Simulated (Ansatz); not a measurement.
## AlRu: energy along a strain

AlRu, Pm-3m, a = 2.992 Å (as given, not relaxed at this level: 2.6 GPa). The structure is a COD entry; whether it is the stable form wasn't checked. Ansatz: PBE, PAW, 420 eV, Γ-centred 16×16×16 mesh on 2 atoms, Gaussian smearing 0.15 eV; no spin polarisation. Cell vectors (Å): 2.992 0.000 0.000; 0.000 2.992 0.000; 0.000 0.000 2.992. The cell is strained by x per cent times the pattern (1 0 0 0 0 0) in the order xx yy zz yz xz xy (engineering shears), with fractional coordinates held. y is the free energy over the start, V0 = 13.387 Å³/atom.

| x (%) | y (meV/atom) |
| --- | --- |
| -6.00 | ? |
| -4.50 | 41.09 |
| -3.00 | 19.93 |
| -1.50 | 6.51 |
| 0.00 | 0.00 |
| 1.50 | -0.30 |
| 3.00 | 4.98 |
| 4.50 | 15.28 |
| 5.25 | 22.15 |
| 6.00 | 30.09 |

Fit y = c1 x + c2 x² + c3 x³ to the other rows, get the stiffness along the pattern, and predict the missing energy.

Least squares on the rows shown. y = −2.2237 x + 1.3918 x² − 0.031158 x³. The clamped-ion stiffness p·C·p = 2 × 13.92 eV × 160.2 / 13.387 Å³ = 333 GPa, which is C11 in these axes (second derivative at the start, which stands under stress). At x = -6.00 the fit asked for gives 70.18 meV/atom. The run gave 70.95 meV/atom, so the fit is 0.77 meV/atom too low, 1.1 % of the span of the series, against an rms of 0.06 meV/atom on the fitted rows. The row lies outside the fitted range. With a term in x⁴ added, a fit to the same known rows predicts 70.83 meV/atom, so most of the miss is curvature that the known rows already hold.

The lowest energy listed lies at 1.50 % extension, not at the starting cell, as expected for a lattice held under compression. This residual stress accounts for the larger part of the asymmetry between extension and compression. The negative cubic term supplies most of the rest: shortening the axis raises Pauli repulsion and electronic kinetic energy steeply, while stretching weakens the bonding and softens the response. The stiffness along the axis would therefore probably be somewhat lower at the PBE equilibrium volume.

A value of 333 GPa indicates a stiff intermetallic, plausibly because hybridisation between Ru d and Al sp states adds directional bonding to the metallic cohesion. Holding the fractional coordinates costs nothing here, since both atoms stay on inversion centres under this strain and feel no internal force; the clamped-ion and relaxed-ion values of C11 coincide. Because the strain changes volume and shape together, this curve alone can't separate the bulk modulus from the tetragonal shear stiffness, or establish mechanical stability.
